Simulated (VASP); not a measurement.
# MoSe2 (P6_3/mmc) in VASP: notebook

Runs on MoSe2. Level: PBE. Tasks: single point, relaxation of cell and atoms.

Program: VASP 6.6.1. These are calculated values, not measurements. Logs are shortened: lines on timing, memory, paths and dates and some standing lists are left out, and cuts for length are marked.

## Step 1: Starting point

It takes space group P6_3/mmc (No. 194, hexagonal). The conventional cell has a = 3.288 Å, b = 3.288 Å, c = 12.900 Å, α = 90.00°, β = 90.00°, γ = 120.00°. Mo (site symmetry -6m2) has 6 Se at 2.49 Å as nearest neighbours. Around Se (site symmetry 3m) lie 3 Mo at 2.49 Å.

## Step 2: Single point, PBE

The input, INCAR:

```
PREC     = Accurate       # precision mode
ENCUT    = 520            # plane-wave cutoff, eV
EDIFF    = 1E-6           # SCF threshold, eV
ISMEAR   = 0              # smearing method
SIGMA    = 0.015          # smearing width, eV
LREAL    = F              # projectors in reciprocal space
LASPH    = T              # aspherical terms in the spheres
NELM     = 60             # most SCF steps
ALGO     = Normal         # electronic algorithm
ISIF     = 2              # what is computed and relaxed
LWAVE    = F              # write WAVECAR
LCHARG   = F              # write CHGCAR
GGA      = PE             # functional
```

The input, KPOINTS:

```
Automatic mesh
0
Gamma
  9 9 2
```

The input, POSCAR:

```
MoSe2
1.0
    3.2880000000      0.0000000000      0.0000000000
   -1.6440000000      2.8474915276      0.0000000000
    0.0000000000      0.0000000000     12.9000000000
Mo Se
2 4
Direct
    0.6666666667      0.3333333333      0.7500000000
    0.3333333333      0.6666666667      0.2500000000
    0.6666666667      0.3333333333      0.3750000000
    0.3333333333      0.6666666667      0.8750000000
    0.6666666667      0.3333333333      0.1250000000
    0.3333333333      0.6666666667      0.6250000000
```

Potentials or basis: VASP PAW PBE potentials, release 64 (Mo_sv, Se).

On the command line:

```
cat potpaw_PBE.64/Mo_sv/POTCAR potpaw_PBE.64/Se/POTCAR > POTCAR
mpirun -np 1 vasp_std > vasp.out
```

OUTCAR:

```text
PREC = Accurate
   ENCUT = 520
   EDIFF = 1E-6
   ISMEAR = 0
   LREAL = F
   LASPH = T
   NELM = 60
   ISIF = 2
   GGA = PE

 ion  position               nearest neighbor table
   1  0.667  0.333  0.750-   4 2.49   6 2.49   4 2.49   6 2.49   4 2.49   6 2.49
   2  0.333  0.667  0.250-   3 2.49   5 2.49   3 2.49   5 2.49   3 2.49   5 2.49
   3  0.667  0.333  0.375-   2 2.49   2 2.49   2 2.49
   4  0.333  0.667  0.875-   1 2.49   1 2.49   1 2.49
   5  0.667  0.333  0.125-   2 2.49   2 2.49   2 2.49
   6  0.333  0.667  0.625-   1 2.49   1 2.49   1 2.49

  LATTYP: Found a hexagonal cell.
 ALAT       =     3.2880000000
 C/A-ratio  =     3.9233576642

  Lattice vectors:

 A1 = (   3.2880000000,   0.0000000000,   0.0000000000)
 A2 = (  -1.6440000000,   2.8474915276,   0.0000000000)
 A3 = (   0.0000000000,   0.0000000000,  12.9000000000)

Analysis of symmetry for initial positions (statically):
=====================================================================
 Subroutine PRICEL returns:
 Original cell was already a primitive cell.

 Routine SETGRP: Setting up the symmetry group for a
 hexagonal supercell.

 Subroutine GETGRP returns: Found 24 space group operations
 (whereof 12 operations were pure point group operations)
 out of a pool of 24 trial point group operations.

The static configuration has the point symmetry D_3d.
 The point group associated with its full space group is D_6h.

Analysis of symmetry for dynamics (positions and initial velocities):
=====================================================================
 Subroutine PRICEL returns:
 Original cell was already a primitive cell.

 Routine SETGRP: Setting up the symmetry group for a
 hexagonal supercell.

 Subroutine GETGRP returns: Found 24 space group operations
 (whereof 12 operations were pure point group operations)
 out of a pool of 24 trial point group operations.

The dynamic configuration has the point symmetry D_3d.
 The point group associated with its full space group is D_6h.

 Subroutine INISYM returns: Found 24 space group operations
 (whereof 12 operations are pure point group operations),
 and found     1 'primitive' translations

----------------------------------------------------------------------------------------

                                     Primitive cell

  volume of cell :     120.7769

  direct lattice vectors                    reciprocal lattice vectors
     3.288000000  0.000000000  0.000000000     0.304136253  0.175593148  0.000000000
    -1.644000000  2.847491528  0.000000000     0.000000000  0.351186295  0.000000000
     0.000000000  0.000000000 12.900000000     0.000000000  0.000000000  0.077519380

  length of vectors
     3.288000000  3.288000000 12.900000000     0.351186295  0.351186295  0.077519380

  position of ions in fractional coordinates (direct lattice)
     0.666666667  0.333333333  0.750000000
     0.333333333  0.666666667  0.250000000
     0.666666667  0.333333333  0.375000000
     0.333333333  0.666666667  0.875000000
     0.666666667  0.333333333  0.125000000
     0.333333333  0.666666667  0.625000000

  ion indices of the primitive-cell ions
   primitive index   ion index
                 1           1
                 2           2
                 3           3
                 4           4
                 5           5
                 6           6

----------------------------------------------------------------------------------------

 KPOINTS: Automatic mesh

Automatic generation of k-mesh.
 Grid dimensions read from file:
 generate k-points for:    9    9    2

 Generating k-lattice:

  Cartesian coordinates                     Fractional coordinates (reciprocal lattice)
     0.033792917  0.019510350  0.000000000     0.111111111  0.000000000  0.000000000
     0.000000000  0.039020699  0.000000000     0.000000000  0.111111111  0.000000000
     0.000000000  0.000000000  0.038759690     0.000000000  0.000000000  0.500000000

  Length of vectors
     0.039020699  0.039020699  0.038759690

  Shift w.r.t. Gamma in fractional coordinates (k-lattice)
     0.000000000  0.000000000  0.000000000

 Subroutine IBZKPT returns following result:
 ===========================================

 Found     24 irreducible k-points:

 Following reciprocal coordinates:
            Coordinates               Weight
  0.000000  0.000000  0.000000      1.000000
  0.111111  0.000000  0.000000      6.000000
  0.222222 -0.000000  0.000000      6.000000
  0.333333  0.000000  0.000000      6.000000
  0.444444 -0.000000  0.000000      6.000000
  0.111111  0.111111  0.000000      6.000000
[... 16 lines left out ...]
  0.333333  0.222222  0.500000     12.000000
  0.333333  0.333333  0.500000      2.000000
   k-points           NKPTS =     24   k-points in BZ     NKDIM =     24   number of bands    NBANDS=     31
   number of dos      NEDOS =    301   number of ions     NIONS =      6
   total plane-waves  NPLWV =  55296
[... 57 lines left out ...]
  ext. energy  EPLUGINS =         0.00000000
  ---------------------------------------------------
  free energy    TOTEN  =       -39.72224163 eV

  energy without entropy =      -39.72224163  energy(sigma->0) =      -39.72224163

 E-fermi :   6.8538     XC(G=0): -10.6391

 val. band max:        6.5888179810   @ k =   0.0000   0.0000   0.0000
 cond. band min:       7.4694243891   @ k =   0.3333   0.3333   0.0000
 fundamental gap:      0.8806064080
 Fermi energy:         6.8538440614

 k-point     1 :       0.0000    0.0000    0.0000
  band No.  band energies     occupation
      1     -54.7046      2.00000
      2     -54.7046      2.00000
      3     -28.8844      2.00000
      4     -28.8843      2.00000
      5     -28.7110      2.00000
      6     -28.7110      2.00000
[... 23 lines left out ...]
     30       9.0444      0.00000
     31       9.2836      0.00000

 k-point     2 :       0.1111    0.0000    0.0000
  band No.  band energies     occupation
      1     -54.7017      2.00000
      2     -54.7017      2.00000
      3     -28.8772      2.00000
      4     -28.8772      2.00000
      5     -28.7442      2.00000
      6     -28.7442      2.00000
[... 23 lines left out ...]
     30       8.9621      0.00000
     31       8.9983      0.00000

 k-point     3 :       0.2222   -0.0000    0.0000
  band No.  band energies     occupation
      1     -54.6942      2.00000
      2     -54.6942      2.00000
      3     -28.8591      2.00000
      4     -28.8591      2.00000
      5     -28.8274      2.00000
      6     -28.8274      2.00000
[... 23 lines left out ...]
     30       8.6546      0.00000
     31       8.6788      0.00000

 k-point     4 :       0.3333    0.0000    0.0000
  band No.  band energies     occupation
      1     -54.6856      2.00000
      2     -54.6856      2.00000
      3     -28.9206      2.00000
      4     -28.9206      2.00000
      5     -28.8385      2.00000
      6     -28.8385      2.00000
[... 23 lines left out ...]
     30       8.5878      0.00000
     31       8.9011      0.00000

 k-point     5 :       0.4444   -0.0000    0.0000
  band No.  band energies     occupation
      1     -54.6800      2.00000
      2     -54.6800      2.00000
      3     -28.9806      2.00000
      4     -28.9806      2.00000
      5     -28.8250      2.00000
      6     -28.8250      2.00000
[... 23 lines left out ...]
     30       8.5804      0.00000
     31       9.2821      0.00000
[... 542 lines left out ...]
     30       8.5325      0.00000
     31       9.6724      0.00000

 k-point    22 :       0.2222    0.2222    0.5000
  band No.  band energies     occupation
      1     -54.6818      2.00000
      2     -54.6818      2.00000
      3     -28.9262      2.00000
      4     -28.9262      2.00000
      5     -28.8294      2.00000
      6     -28.8294      2.00000
[... 23 lines left out ...]
     30       8.3229      0.00000
     31       9.0024      0.00000

 k-point    23 :       0.3333    0.2222    0.5000
  band No.  band energies     occupation
      1     -54.6775      2.00000
      2     -54.6775      2.00000
      3     -28.9481      2.00000
      4     -28.9481      2.00000
      5     -28.8393      2.00000
      6     -28.8393      2.00000
[... 23 lines left out ...]
     30       8.7104      0.00000
     31       9.1215      0.00000

 k-point    24 :       0.3333    0.3333    0.5000
  band No.  band energies     occupation
      1     -54.6761      2.00000
      2     -54.6761      2.00000
      3     -28.9232      2.00000
      4     -28.9232      2.00000
      5     -28.8845      2.00000
      6     -28.8845      2.00000
[... 23 lines left out ...]
     30       8.7957      0.00000
     31       9.3079      0.00000

------------------------ aborting loop because EDIFF is reached ----------------------------------------

  FORCE on cell =-STRESS in cart. coord.  units (eV):
  Direction    XX          YY          ZZ          XY          YZ          ZX
  --------------------------------------------------------------------------------------
  -------------------------------------------------------------------------------------
  Total        4.8911386      4.8911386      9.0555981      0.0000000     -0.0000000     -0.0000000
  in kB       64.8838472     64.8838472    120.1278661      0.0000000     -0.0000000     -0.0000000
  external PRESSURE =      83.2985202 kB  Pullay stress =       0.0000000 kB

 VOLUME and BASIS-vectors are now :
 -----------------------------------------------------------------------------
  energy-cutoff  :      520.00
  volume of cell :      120.78
      direct lattice vectors                 reciprocal lattice vectors
     3.288000000  0.000000000  0.000000000     0.304136253  0.175593148  0.000000000
    -1.644000000  2.847491528  0.000000000     0.000000000  0.351186295  0.000000000
     0.000000000  0.000000000 12.900000000     0.000000000  0.000000000  0.077519380

 POSITION                                       TOTAL-FORCE (eV/Angst)
 -----------------------------------------------------------------------------------
      1.64400      0.94916      9.67500        -0.000000      0.000000      0.000000
     -0.00000      1.89833      3.22500         0.000000     -0.000000      0.000000
      1.64400      0.94916      4.83750        -0.000000     -0.000000      1.145230
     -0.00000      1.89833     11.28750        -0.000000      0.000000      1.145230
      1.64400      0.94916      1.61250         0.000000      0.000000     -1.145230
     -0.00000      1.89833      8.06250         0.000000      0.000000     -1.145230
 -----------------------------------------------------------------------------------
    total drift:                               -0.000000      0.000000     -0.000000

  FREE ENERGIE OF THE ION-ELECTRON SYSTEM (eV)
  ---------------------------------------------------
  free  energy   TOTEN  =       -39.7222416283 eV

  energy  without entropy=      -39.7222416283  energy(sigma->0) =      -39.72224163
```

It took 37 s on 1 thread of Intel Xeon 6975P-C (Granite Rapids), shared host; peak memory 0.25 GiB.

What came out:

| Item | Value |
| --- | --- |
| Free energy | -39.7222 eV |
| Pressure | 8.3 GPa |
| Largest force | 1.145 eV/Å |
| Band gap on the k mesh | 0.88 eV, indirect (least direct gap 1.38 eV) |

Forces on the atoms (eV/Å):
```
Mo   0.000  0.000  0.000
Mo   0.000  0.000  0.000
Se   0.000  0.000  1.145
Se   0.000  0.000  1.145
Se   0.000  0.000 -1.145
Se   0.000  0.000 -1.145
```

Stress tensor (GPa, compression positive):
```
 6.49  0.00  0.00
 0.00  6.49  0.00
 0.00  0.00 12.01
```

Caveat: an odd mesh through Γ misses points on the zone boundary, where band edges often lie; the cell's inner coordinates are idealised or old, which leaves forces on the atoms; this functional lacks dispersion, which binds the layers, so the pressure and a relaxed spacing across them are unreliable.

## Step 3: Relaxation of cell and atoms, PBE

The input, INCAR:

```
SYSTEM = MoSe2
PREC = Accurate
ENCUT = 600
EDIFF = 1E-6
ISMEAR = -1
SIGMA = 0.05
LREAL = .False.
LASPH = .True.
NELM = 60
ALGO = Normal
ISIF = 3
LWAVE = .False.
LCHARG = .False.
GGA = PE
IBRION = 2
NSW = 60
EDIFFG = -0.01
```

The input, KPOINTS:

```
Automatic mesh
0
Gamma
  9 9 2
  0 0 0
```

POSCAR is that of step 2.

Potentials or basis: VASP PAW PBE potentials, release 54 (Mo_sv, Se).

On the command line:

```
cat potpaw_PBE.54/Mo_sv/POTCAR potpaw_PBE.54/Se/POTCAR > POTCAR
mpirun -np 1 vasp_std > vasp.out
```

Wall time 20 min (1 thread of Intel Xeon 6975P-C (Granite Rapids), shared host); peak memory 0.36 GiB.

It converged, with:

```
Free energy                            : -39.9775 eV
Relaxed volume                         : 23.29 Å³/atom
Relaxed cell                           : a = 3.323 Å, b = 3.323 Å, c = 14.611 Å, α = 90.00°, β = 90.00°, γ = 120.00°
Space group after relaxing (to 0.05 Å) : P6_3/mmc (No. 194)
Energy gained by relaxing              : 42.4 meV/atom
Ionic steps                            : 33
Pressure after relaxing                : 0.0 GPa
Largest force after relaxing           : 0.006 eV/Å
Band gap on the k mesh                 : 1.38 eV, indirect (least direct gap 1.42 eV)
```

Forces in eV/Å, atoms in the order of the input:
```
Mo   0.000  0.000  0.000
Mo   0.000  0.000  0.000
Se   0.000  0.000 -0.006
Se   0.000  0.000 -0.006
Se   0.000  0.000  0.006
Se   0.000  0.000  0.006
```

Step by step:
```csv
step,energy change (eV),largest force (eV/Å),pressure (GPa),volume (Å³)
1,0.0000,1.1451,8.30,120.78
2,0.5024,1.9456,-11.26,139.89
3,-0.2038,0.1618,-0.31,126.98
4,-0.2042,0.1136,0.02,126.71
5,-0.2042,0.0918,0.16,126.59
6,-0.2087,0.1057,0.23,126.77
7,-0.2159,0.1452,0.46,127.28
8,-0.2196,0.1418,0.32,127.80
9,-0.2281,0.1318,-0.07,129.37
10,-0.2358,0.1076,-0.75,132.53
11,-0.2386,0.0504,-0.45,132.72
12,-0.2412,0.0462,0.06,133.06
13,-0.2415,0.0927,0.29,133.21
14,-0.2444,0.0825,0.35,133.73
15,-0.2497,0.0562,0.51,135.27
16,-0.2471,0.0247,1.00,138.27
17,-0.2505,0.0530,0.74,136.48
18,-0.2517,0.1368,-0.42,138.69
19,-0.2526,0.0612,0.04,137.80
20,-0.2535,0.0378,-0.04,138.18
21,-0.2537,0.0207,-0.08,138.46
22,-0.2538,0.0077,0.09,138.33
23,-0.2538,0.0027,0.03,138.38
24,-0.2538,0.0047,0.04,138.40
25,-0.2539,0.0106,0.07,138.45
26,-0.2539,0.0133,0.09,138.48
27,-0.2539,0.0156,0.07,138.53
28,-0.2540,0.0238,0.02,138.68
29,-0.2541,0.0398,-0.08,138.98
30,-0.2541,0.0383,-0.07,139.01
31,-0.2542,0.0332,-0.07,139.11
32,-0.2544,0.0249,-0.05,139.32
33,-0.2547,0.0065,-0.01,139.73
```

Final structure:
```cif
data_structure
_symmetry_space_group_name_H-M 'P 1'
_symmetry_Int_Tables_number 1
_cell_length_a 3.3230
_cell_length_b 3.3230
_cell_length_c 14.6114
_cell_angle_alpha 90.000
_cell_angle_beta 90.000
_cell_angle_gamma 120.000
_cell_volume 139.73
loop_
_atom_site_label
_atom_site_type_symbol
_atom_site_fract_x
_atom_site_fract_y
_atom_site_fract_z
_atom_site_occupancy
Mo1 Mo 0.66667 0.33333 0.75000 1
Mo2 Mo 0.33333 0.66667 0.25000 1
Se1 Se 0.66667 0.33333 0.36432 1
Se2 Se 0.33333 0.66667 0.86432 1
Se3 Se 0.66667 0.33333 0.13568 1
Se4 Se 0.33333 0.66667 0.63568 1
```

Levels at points of the mesh, in eV from the valence-band top:
| k point | band 22 | band 23 | band 24 | band 25 | band 26 | band 27 | band 28 | band 29 | band 30 | band 31 |
| --- | --- | --- | --- | --- | --- | --- | --- | --- | --- | --- |
| (0.00, 0.00, 0.00) | -1.21 | -1.21 | -1.21 | -0.56 | 0.00 | 2.75 | 2.75 | 2.77 | 2.77 | 2.98 |
| (0.00, 0.00, 0.50) | -1.21 | -1.21 | -1.21 | -0.18 | -0.18 | 2.76 | 2.76 | 2.76 | 2.76 | 2.99 |

Caveat: the volume moved by over 15 % at a fixed basis, so the end points are rough; an odd mesh through Γ misses points on the zone boundary, where band edges often lie; this functional lacks dispersion, which binds the layers, so the pressure and a relaxed spacing across them are unreliable, and here the layers came unbound; the volume moved by +16 % from the deposited cell, more than functionals usually miss.

## Step 4: For comparison

An earlier run on the cell as given: functional PBE; potentials or basis VASP PAW PBE potentials, release 64 (Mo_sv, Se); cutoff 520 eV; k mesh 9 × 9 × 2; occupations fermi-dirac, width 0.05 eV; no spin polarisation.

* Pressure: 8.3 GPa
* Largest force: 1.145 eV/Å
* Band gap on the k mesh: 0.88 eV, indirect (least direct gap 1.38 eV)

## Step 5: Overview

| task | potentials or basis | cell | cutoff (eV) | smearing | gap on the mesh (eV) | pressure (GPa) | largest force (eV/Å) |
| --- | --- | --- | --- | --- | --- | --- | --- |
| single point | VASP PAW PBE potentials, release 64 (Mo_sv, Se) | as given | 520 | gaussian 0.015 eV | 0.88 | 8.3 | 1.15 |
| relaxation of cell and atoms | VASP PAW PBE potentials, release 54 (Mo_sv, Se) | relaxed | 600 | fermi-dirac 0.05 eV | 1.38 | 0.0 | 0.01 |
| single point | VASP PAW PBE potentials, release 64 (Mo_sv, Se) | as given | 520 | fermi-dirac 0.05 eV | 0.88 | 8.3 | 1.14 |

Alike in all rows: level PBE; no spin polarisation; k mesh 9 × 9 × 2.

Caveats: an odd mesh through Γ misses points on the zone boundary, where band edges often lie; the cell's inner coordinates are idealised or old, which leaves forces on the atoms (some runs); this functional lacks dispersion, which binds the layers, so the pressure and a relaxed spacing across them are unreliable (some runs); the volume moved by over 15 % at a fixed basis, so the end points are rough (some runs); this functional lacks dispersion, which binds the layers, so the pressure and a relaxed spacing across them are unreliable, and here the layers came unbound (some runs); the volume moved by +16 % from the deposited cell, more than functionals usually miss (some runs).

Absolute energies hang on the potentials; compare differences alone.
